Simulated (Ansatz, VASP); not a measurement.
## One calculation of HfC, two programs

```
Hf C
1.0
     0.00000    2.32606   -2.32606
     4.64897    0.00000    0.00000
    -2.32448   -4.65203   -2.32597
Hf C
3 3
Direct
  0.00000 0.00000 0.00000
  0.33333 0.33333 0.66667
  0.66667 0.66667 0.33333
  0.00000 0.50000 0.00000
  0.33333 0.83333 0.66667
  0.66667 0.16667 0.33333
```

Alike in both runs: functional PBE; k mesh 10 × 10 × 10; occupations gaussian, width 0.1 eV; no spin polarisation.

Ansatz relaxed the structure, and its values are those at the end. VASP's run is a single point on that final structure, the one shown.

```csv
,VASP,Ansatz
version,VASP 6.6.1,Ansatz 0.2.0
potentials or method,"VASP PAW PBE potentials, release 64 (Hf_pv, C)","scalar-relativistic, plane waves, PAW"
plane-wave cutoff (eV),520,420
valence electrons in the cell,42,90
```

|  | VASP | Ansatz | Ansatz less VASP |
| --- | --- | --- | --- |
| gap on the k mesh at the Fermi level (eV) | none | none | - |
| pressure (GPa) | -0.6 | 0.0 | +0.65 |

A gap of «none» marks a metal or a gap that the smearing closes. With one functional, cell and mesh, what is left measures potentials, basis and numerics. The two sets of potentials don't hold the same shells in valence.

The runs have no spin-orbit coupling, so splittings on Hf are missing.
